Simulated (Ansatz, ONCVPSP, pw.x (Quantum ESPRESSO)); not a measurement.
# What a changed setting does to a pw.x run (bcc C)

Potential: optimised norm-conserving Vanderbilt (ONCV), ONCVPSP 4.0.1.1 (patched build), PBE; core [He], reference 2s2 2p2; waves: 2s: rc 1.30 bohr, ncon 4, nbas 8, qcut 5.8 1/bohr, local; 2p: rc 2.25 bohr, ncon 4, nbas 7, qcut 6.8 1/bohr, 1 projector; d scattering state at 0.13 Ha: rc 1.90 bohr, ncon 4, nbas 8, qcut 4.5 1/bohr, 2 projectors, debl 0.4 Ha; local part: the s channel; core correction: Teter function, fcfact 3.75, rcfact 1.25.

The reference run (k-mesh 18³, cutoffs 130/520 Ry, Fermi–Dirac 0.01 Ry, mixing_beta 0.4, conv_thr 1e-9, no spin) gives 4.30 GPa at 6.554 Å³/atom, where all-electron LAPW gives 4.10 GPa. This run, with its own iteration cap, changes k-mesh points per axis to 20.

```
&control
  calculation='scf', prefix='x', pseudo_dir='./', outdir='./tmp', tstress=.true., disk_io='none'
/
&system
  ibrav=0, nat=1, ntyp=1, ecutwfc=130, ecutrho=520, nbnd=9,
  occupations='smearing', smearing='fd', degauss=0.01
/
&electrons
  conv_thr=1e-09, mixing_beta=0.4, electron_maxstep=60
/
ATOMIC_SPECIES
C 1.0 C.UPF
CELL_PARAMETERS angstrom
  -1.17891406 1.17891406 1.17891406
  1.17891406 -1.17891406 1.17891406
  1.17891406 1.17891406 -1.17891406
ATOMIC_POSITIONS crystal
C 0.0000 0.0000 0.0000
K_POINTS automatic
20 20 20 0 0 0
```

```bash
pw.x < C.scf.in > C.scf.out
```

Problem. How does the run end?

Solution. It converges in 5 iterations; the free energy moves by -1.7 meV/atom and the pressure by -0.08 GPa.

```
Message from routine setup:
     using ibrav=0 with symmetry is DISCOURAGED, use correct ibrav instead
     lattice parameter (alat)  =       3.8587  a.u.
     unit-cell volume          =      44.2286 (a.u.)^3
     number of electrons       =         4.00
     number of Kohn-Sham states=            9
     kinetic-energy cutoff     =     130.0000  Ry
     charge density cutoff     =     520.0000  Ry
     scf convergence threshold =      1.0E-09
     Exchange-correlation= PBE
     number of k points=   256  Fermi-Dirac smearing, width (Ry)=  0.0100
     iteration #  1     ecut=   130.00 Ry     beta= 0.40
     total energy              =     -11.30788870 Ry
     estimated scf accuracy    <       0.00061189 Ry
     iteration #  2     ecut=   130.00 Ry     beta= 0.40
     total energy              =     -11.30799495 Ry
     estimated scf accuracy    <       0.00021942 Ry
     iteration #  3     ecut=   130.00 Ry     beta= 0.40
     total energy              =     -11.30800525 Ry
     estimated scf accuracy    <       0.00000232 Ry
     iteration #  4     ecut=   130.00 Ry     beta= 0.40
     total energy              =     -11.30800539 Ry
     estimated scf accuracy    <          8.5E-09 Ry
     iteration #  5     ecut=   130.00 Ry     beta= 0.40
     the Fermi energy is    11.9457 ev
!    total energy              =     -11.30800540 Ry
     estimated scf accuracy    <          3.0E-10 Ry
     smearing contrib. (-TS)   =      -0.00153595 Ry
     The total energy is F=E-TS. E is the sum of the following terms:
     one-electron contribution =       5.03320177 Ry
     hartree contribution      =       0.30212297 Ry
     xc contribution           =      -3.57350043 Ry
     ewald contribution        =     -13.06829376 Ry
     convergence has been achieved in   5 iterations
          total   stress  (Ry/bohr**3)                   (kbar)     P=       42.22
     Message from routine punch:
     Nothing written, as per user request (disk_io='none')
```

The run took about 21 s on one core of a shared host (Neoverse-V2, 96 threads, 742 GiB, load 39).
